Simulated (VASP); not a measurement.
A run of VASP 6.6.1 is set up as follows.

File INCAR:

```
SYSTEM = Si
PREC     = Accurate       ! precision mode
ENCUT    = 520            ! plane-wave cutoff, eV
EDIFF    = 1E-6           ! SCF threshold, eV
ISMEAR   = -1             ! smearing method
SIGMA    = 0.05           ! smearing width, eV
LREAL    = .FALSE.        ! projectors in reciprocal space
LASPH    = .TRUE.         ! aspherical terms in the spheres
NELM     = 100            ! most SCF steps
ALGO     = Normal         ! electronic algorithm
ISIF     = 2              ! what is computed and relaxed
LWAVE    = .FALSE.        ! write WAVECAR
LCHARG   = .FALSE.        ! write CHGCAR
GGA      = 91             ! functional
NBANDS   = 11             ! bands
```

File KPOINTS:

```
Automatic mesh
0
G
  8 8 10
  0 0 0
```

POSCAR

```
Si
1.0
    4.1209500000      0.0000000000      0.0000000000
   -2.0604700000      3.5688500000      0.0000000000
    0.0000000000      0.0000000000      2.6547900000
Si
2
Direct
    0.3333300000      0.6666700000      0.5000000000
    0.6666700000      0.3333300000      0.5000000000
```

Contents of KPOINTS_OPT:

```
path GMKGALHA,LM,KH
10
line-mode
reciprocal
 0.0000000000  0.0000000000  0.0000000000  G
 0.5000000000  0.0000000000  0.0000000000  M

 0.5000000000  0.0000000000  0.0000000000  M
 0.3333333333  0.3333333333  0.0000000000  K

 0.3333333333  0.3333333333  0.0000000000  K
 0.0000000000  0.0000000000  0.0000000000  G

 0.0000000000  0.0000000000  0.0000000000  G
 0.0000000000  0.0000000000  0.5000000000  A

 0.0000000000  0.0000000000  0.5000000000  A
 0.5000000000  0.0000000000  0.5000000000  L

 0.5000000000  0.0000000000  0.5000000000  L
 0.3333333333  0.3333333333  0.5000000000  H

 0.3333333333  0.3333333333  0.5000000000  H
 0.0000000000  0.0000000000  0.5000000000  A

 0.5000000000  0.0000000000  0.5000000000  L
 0.5000000000  0.0000000000  0.0000000000  M

 0.3333333333  0.3333333333  0.0000000000  K
 0.3333333333  0.3333333333  0.5000000000  H
```

Potentials or basis: VASP PAW PBE potentials, release 64 (Si).

Launch:

```sh
$ cat potpaw_PBE.64/Si/POTCAR > POTCAR
$ mpirun -np 1 vasp_std > vasp.out
```

(1) What does it give for the band gap along the path?

(2) What does it give for the pressure?

## Answers

(1) none (metal or under the smearing width).

(2) 0.2 GPa.

Caveat: the PAW data sets were made with another functional, which shifts forces and pressure a little.
